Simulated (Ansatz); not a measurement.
This guess for Ag is about to be relaxed.

```
CELL_PARAMETERS angstrom
1.69847 -1.91969 0.00000
1.69847 1.91969 0.00000
0.00000 0.00000 2.47524
ATOMIC_POSITIONS crystal
Ag 0.50000 0.50000 0.50000
```

Computed with Ansatz, DFT PBE, scalar-relativistic, plane waves, PAW. Cutoff 420 eV, Gaussian smearing, Γ-centred meshes. Cell and atoms relax first on a coarse mesh and then on a finer one. In between, the cell is made exact in the group found at 0.06 Å. In metals the finer mesh still leaves noise of several meV/atom or more. The steps can't lower the symmetry of their start. No spin polarisation.

A guess keeps its type if space group and coordination stay and the shape of the cell changes little (axis ratios within about 15 %, angles within 6°); the volume may change.

Question: Will the relaxed cell still be of the starting type?

Answer: It doesn't keep its type. The symmetry goes from Cmmm (No. 65) to P6/mmm (No. 191). The end has the simple hexagonal type. The volume per atom grows by 20.4 %, from 16.1 to 19.4 Å³. The shortest distance goes from 2.48 Å (Ag–Ag) to 2.78 Å (Ag–Ag). Counting neighbours within 15 % of an atom's shortest distance, the start has Ag 6 and the end Ag 8. In detail, at the end Ag is surrounded by 8 Ag at 2.78–2.84 Å.

```
Ag
1.0
     2.84284    0.00000    0.00000
    -1.42142    2.46197    0.00000
     0.00000    0.00000    2.77581
Ag
1
Direct
  0.00000 0.00000 0.50000
```

Energies count from the standard state of Ag at the same level.

Question: At what energy does it end?

Answer: +0.19 eV/atom. So it is a metastable form at best.

The last run used a 22×22×20 mesh (in the run's order of axes) for its 1-atom cell and Gaussian smearing of 0.10 eV. A later test with randomly moved atoms led to a structure 190 meV/atom lower, so this end is a saddle point or a shallow minimum.
